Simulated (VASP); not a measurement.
# Al2O3 (P-3m1) in VASP: further runs

Aim: see how the results for Al2O3 move with the level of theory and the settings. Levels: PBEsol, RPBE, revPBE, BLYP. Tasks: band structure.

Program: VASP 6.6.1. These are calculated values, not measurements. Logs are shortened: lines on timing, memory, paths and dates and some standing lists are left out, and cuts for length are marked.

## Step 1: The crystal as given

Symmetry: P-3m1, No. 164, trigonal system. Conventional cell: a = 3.017 Å, b = 3.017 Å, c = 7.575 Å, α = 90.00°, β = 90.00°, γ = 120.00°. Al (site symmetry 3m) has 4 O at 1.68 to 1.84 Å as nearest neighbours. Around O (site symmetry -3m) lie 2 Al at 1.68 Å. O (site symmetry 3m) is surrounded by 3 Al at 1.84 Å.

Measurements of this composition are mostly on another form, of space group No. 167.

## Step 2: Band structure, PBEsol

Contents of POSCAR:

```
Al2O3
1.0
    3.0174825440      0.0000000000      0.0000000000
   -1.5087412720      2.6132165386      0.0000000000
    0.0000000000      0.0000000000      7.5746360022
Al O
2 3
Direct
    0.0000000000      0.0000000000      0.7220490000
    0.0000000000      0.0000000000      0.2779510000
    0.0000000000      0.0000000000      0.5000000000
    0.6666666667      0.3333333333      0.8005460000
    0.3333333333      0.6666666667      0.1994540000
```

Contents of INCAR.step1:

```
SYSTEM = Al2O3
PREC = Accurate ; ENCUT = 520
EDIFF = 1E-6 ; ISMEAR = -1
SIGMA = 0.05 ; LREAL = .False.
LASPH = .True. ; NELM = 100
ALGO = Normal ; ISIF = 2
LWAVE = .False. ; LCHARG = .True.
GGA = PS
```

Contents of KPOINTS.step1:

```
regular mesh
0
Gamma
  7 7 3
  0 0 0
```

Contents of INCAR.step2:

```
SYSTEM = Al2O3
PREC = Accurate ; ENCUT = 520
EDIFF = 1E-6 ; ISMEAR = 0
SIGMA = 0.05 ; LREAL = .False.
LASPH = .True. ; NELM = 100
ALGO = Normal ; ISIF = 2
LWAVE = .False. ; LCHARG = .False.
GGA = PS ; ICHARG = 11
```

Contents of KPOINTS.step2:

```
path GMKGALHA,LM,KH
20
line-mode
reciprocal
 0.0000000000  0.0000000000  0.0000000000  G
 0.5000000000  0.0000000000  0.0000000000  M

 0.5000000000  0.0000000000  0.0000000000  M
 0.3333333333  0.3333333333  0.0000000000  K

 0.3333333333  0.3333333333  0.0000000000  K
 0.0000000000  0.0000000000  0.0000000000  G

 0.0000000000  0.0000000000  0.0000000000  G
 0.0000000000  0.0000000000  0.5000000000  A

 0.0000000000  0.0000000000  0.5000000000  A
 0.5000000000  0.0000000000  0.5000000000  L

 0.5000000000  0.0000000000  0.5000000000  L
 0.3333333333  0.3333333333  0.5000000000  H

 0.3333333333  0.3333333333  0.5000000000  H
 0.0000000000  0.0000000000  0.5000000000  A

 0.5000000000  0.0000000000  0.5000000000  L
 0.5000000000  0.0000000000  0.0000000000  M

 0.3333333333  0.3333333333  0.0000000000  K
 0.3333333333  0.3333333333  0.5000000000  H
```

Potentials or basis: VASP PAW PBE potentials, release 64 (Al, O).

Run with:

```
$ cat potpaw_PBE.64/Al/POTCAR potpaw_PBE.64/O/POTCAR > POTCAR
$ cp INCAR.step1 INCAR
$ cp KPOINTS.step1 KPOINTS
$ mpirun -np 1 vasp_std > vasp.out
$ cp INCAR.step2 INCAR
$ cp KPOINTS.step2 KPOINTS
$ mpirun -np 1 vasp_std > vasp.out
```

OUTCAR:

```text
SYSTEM = Al2O3
   PREC = Accurate
   ENCUT = 520
   EDIFF = 1E-6
   ISMEAR = 0
   LREAL = .False.
   LASPH = .True.
   NELM = 100
   ISIF = 2
   GGA = PS
   ICHARG = 11

 ion  position               nearest neighbor table
   1  0.000  0.000  0.722-   3 1.68   4 1.84   4 1.84   4 1.84   2 3.36
   2  0.000  0.000  0.278-   3 1.68   5 1.84   5 1.84   5 1.84   1 3.36
   3  0.000  0.000  0.500-   1 1.68   2 1.68
   4  0.667  0.333  0.801-   1 1.84   1 1.84   1 1.84
   5  0.333  0.667  0.199-   2 1.84   2 1.84   2 1.84

  LATTYP: Found a hexagonal cell.
 ALAT       =     3.0174825440
 C/A-ratio  =     2.5102501478

  Lattice vectors:

 A1 = (   3.0174825440,   0.0000000000,   0.0000000000)
 A2 = (  -1.5087412720,   2.6132165386,   0.0000000000)
 A3 = (   0.0000000000,   0.0000000000,   7.5746360022)

Analysis of symmetry for initial positions (statically):
=====================================================================
 Subroutine PRICEL returns:
 Original cell was already a primitive cell.

 Routine SETGRP: Setting up the symmetry group for a
 hexagonal supercell.

 Subroutine GETGRP returns: Found 12 space group operations
 (whereof 12 operations were pure point group operations)
 out of a pool of 24 trial point group operations.

The static configuration has the point symmetry D_3d.

Analysis of symmetry for dynamics (positions and initial velocities):
=====================================================================
 Subroutine PRICEL returns:
 Original cell was already a primitive cell.

 Routine SETGRP: Setting up the symmetry group for a
 hexagonal supercell.

 Subroutine GETGRP returns: Found 12 space group operations
 (whereof 12 operations were pure point group operations)
 out of a pool of 24 trial point group operations.

The dynamic configuration has the point symmetry D_3d.

 Subroutine INISYM returns: Found 12 space group operations
 (whereof 12 operations are pure point group operations),
 and found     1 'primitive' translations

----------------------------------------------------------------------------------------

                                     Primitive cell

  volume of cell :      59.7285

  direct lattice vectors                    reciprocal lattice vectors
     3.017482544  0.000000000  0.000000000     0.331402083  0.191335082  0.000000000
    -1.508741272  2.613216539  0.000000000     0.000000000  0.382670163  0.000000000
     0.000000000  0.000000000  7.574636002     0.000000000  0.000000000  0.132019545

  length of vectors
     3.017482544  3.017482544  7.574636002     0.382670163  0.382670163  0.132019545

  position of ions in fractional coordinates (direct lattice)
     0.000000000  0.000000000  0.722049000
     0.000000000  0.000000000  0.277951000
     0.000000000  0.000000000  0.500000000
     0.666666667  0.333333333  0.800546000
     0.333333333  0.666666667  0.199454000

  ion indices of the primitive-cell ions
   primitive index   ion index
                 1           1
                 2           2
                 3           3
                 4           4
                 5           5

----------------------------------------------------------------------------------------

 KPOINTS: path GMKGALHA,LM,KH

Interpolating k-points between supplied coordinates.

 Line segments in fractional coordinates (reciprocal lattice):
    0.000000  0.000000  0.000000  ...  0.500000  0.000000  0.000000
    0.500000  0.000000  0.000000  ...  0.333333  0.333333  0.000000
    0.333333  0.333333  0.000000  ...  0.000000  0.000000  0.000000
    0.000000  0.000000  0.000000  ...  0.000000  0.000000  0.500000
    0.000000  0.000000  0.500000  ...  0.500000  0.000000  0.500000
    0.500000  0.000000  0.500000  ...  0.333333  0.333333  0.500000
    0.333333  0.333333  0.500000  ...  0.000000  0.000000  0.500000
    0.500000  0.000000  0.500000  ...  0.500000  0.000000  0.000000
    0.333333  0.333333  0.000000  ...  0.333333  0.333333  0.500000

 Generated    20 points on each line segment, for a total of    180 k-points:

[... 47 lines left out ...]
  band No.  band energies     occupation
      1     -15.8025      2.00000
      2     -15.6058      2.00000
      3     -13.0408      2.00000
      4      -2.1387      2.00000
      5      -0.7758      2.00000
      6       0.0128      2.00000
[... 8 lines left out ...]
     15      10.9685      0.00000
     16      14.1510      0.00000

 k-point     2 :       0.0263    0.0000    0.0000
  band No.  band energies     occupation
      1     -15.7970      2.00000
      2     -15.6009      2.00000
      3     -13.0379      2.00000
      4      -2.1357      2.00000
      5      -0.7723      2.00000
      6      -0.0153      2.00000
[... 8 lines left out ...]
     15      10.9721      0.00000
     16      14.1186      0.00000

 k-point     3 :       0.0526    0.0000    0.0000
  band No.  band energies     occupation
      1     -15.7805      2.00000
      2     -15.5862      2.00000
      3     -13.0291      2.00000
      4      -2.1275      2.00000
      5      -0.7625      2.00000
      6      -0.1005      2.00000
[... 8 lines left out ...]
     15      10.9815      0.00000
     16      13.9900      0.00000

 k-point     4 :       0.0789    0.0000    0.0000
  band No.  band energies     occupation
      1     -15.7533      2.00000
      2     -15.5621      2.00000
      3     -13.0147      2.00000
      4      -2.1161      2.00000
      5      -0.7489      2.00000
      6      -0.2394      2.00000
[... 8 lines left out ...]
     15      10.9919      0.00000
     16      13.7885      0.00000
[... 324 lines left out ...]
 k-point    22 :       0.4912    0.0175    0.0000
  band No.  band energies     occupation
      1     -14.8422      2.00000
      2     -14.8261      2.00000
      3     -12.6068      2.00000
      4      -3.5625      2.00000
      5      -3.3021      2.00000
      6      -0.6758      2.00000
[... 8 lines left out ...]
     15      11.8059      0.00000
     16      12.5789      0.00000

 k-point    23 :       0.4825    0.0351    0.0000
  band No.  band energies     occupation
      1     -14.8403      2.00000
      2     -14.8241      2.00000
      3     -12.6057      2.00000
      4      -3.5535      2.00000
      5      -3.2938      2.00000
      6      -0.7022      2.00000
[... 8 lines left out ...]
     15      11.8057      0.00000
     16      12.5984      0.00000

 k-point    24 :       0.4737    0.0526    0.0000
  band No.  band energies     occupation
      1     -14.8371      2.00000
      2     -14.8210      2.00000
      3     -12.6039      2.00000
      4      -3.5386      2.00000
      5      -3.2800      2.00000
      6      -0.7577      2.00000
[... 8 lines left out ...]
     15      11.8041      0.00000
     16      12.6313      0.00000

 [... further k-points ...]

------------------------ aborting loop because EDIFF is reached ----------------------------------------

  FORCE on cell =-STRESS in cart. coord.  units (eV):
  Direction    XX          YY          ZZ          XY          YZ          ZX
  --------------------------------------------------------------------------------------
  -------------------------------------------------------------------------------------
  Total        1.1676680      1.1676680      0.7913867     -0.0000000      0.0000000      0.0000000
  in kB       31.3218956     31.3218956     21.2284065     -0.0000000      0.0000000      0.0000000
  external PRESSURE =      27.9573993 kB  Pullay stress =       0.0000000 kB

 VOLUME and BASIS-vectors are now :
 -----------------------------------------------------------------------------
  energy-cutoff  :      520.00
  volume of cell :       59.73
      direct lattice vectors                 reciprocal lattice vectors
     3.017482544  0.000000000  0.000000000     0.331402083  0.191335082  0.000000000
    -1.508741272  2.613216539  0.000000000     0.000000000  0.382670163  0.000000000
     0.000000000  0.000000000  7.574636002     0.000000000  0.000000000  0.132019545

 POSITION                                       TOTAL-FORCE (eV/Angst)
 -----------------------------------------------------------------------------------
      0.00000      0.00000      5.46926         0.000000      0.000000      0.069145
      0.00000      0.00000      2.10538         0.000000     -0.000000     -0.069145
      0.00000      0.00000      3.78732         0.000000      0.000000      0.000000
      1.50874      0.87107      6.06384        -0.000000      0.000000     -0.456784
     -0.00000      1.74214      1.51079         0.000000     -0.000000      0.456784
 -----------------------------------------------------------------------------------
    total drift:                                0.000000      0.000000      0.000000

  FREE ENERGIE OF THE ION-ELECTRON SYSTEM (eV)
  ---------------------------------------------------
  free  energy   TOTEN  =       -36.9977070383 eV

  energy  without entropy=      -36.9977070383  energy(sigma->0) =      -36.99770704
```

Run time: 68 s. Hardware: 1 thread of Intel Xeon Platinum 8488C (Sapphire Rapids), shared host; peak memory 0.26 GiB.

Results:

```
Band gap on the k mesh  : 2.19 eV, direct
Band gap along the path : 2.19 eV, direct
```

Levels at the corners of the path, in eV from the valence-band top:
```
point  band 10  band 11  band 12  band 13  band 14  band 15
    Γ    -2.35     0.00     0.00     2.19     4.19     7.22
    M    -3.12    -1.78    -0.49     4.45     6.08     8.06
    M    -3.12    -1.78    -0.49     4.45     6.08     8.06
    K    -3.50    -1.43    -1.43     6.61     6.61     7.57
    K    -3.50    -1.43    -1.43     6.61     6.61     7.57
    Γ    -2.35     0.00     0.00     2.19     4.19     7.22
    Γ    -2.35     0.00     0.00     2.19     4.19     7.22
    A    -3.12     0.00     0.00     3.15     3.23     7.98
    A    -3.12     0.00     0.00     3.15     3.23     7.98
    L    -3.34    -1.71    -0.49     4.90     5.47     8.00
    L    -3.34    -1.71    -0.49     4.90     5.47     8.00
    H    -3.43    -1.50    -1.50     6.62     6.62     7.59
    H    -3.43    -1.50    -1.50     6.62     6.62     7.59
    A    -3.12     0.00     0.00     3.15     3.23     7.98
    L    -3.34    -1.71    -0.49     4.90     5.47     8.00
    M    -3.12    -1.78    -0.49     4.45     6.08     8.06
    K    -3.50    -1.43    -1.43     6.61     6.61     7.57
    H    -3.43    -1.50    -1.50     6.62     6.62     7.59
```

Caveat: the log is that of the step along the path at fixed density, whose energy, stress, charges and moments have no meaning; the PAW data sets were made with another functional, which shifts forces and pressure a little. PBEsol gaps usually lie below the measured ones, often by a third to a half.

(Part 1 of 2 ends here.)
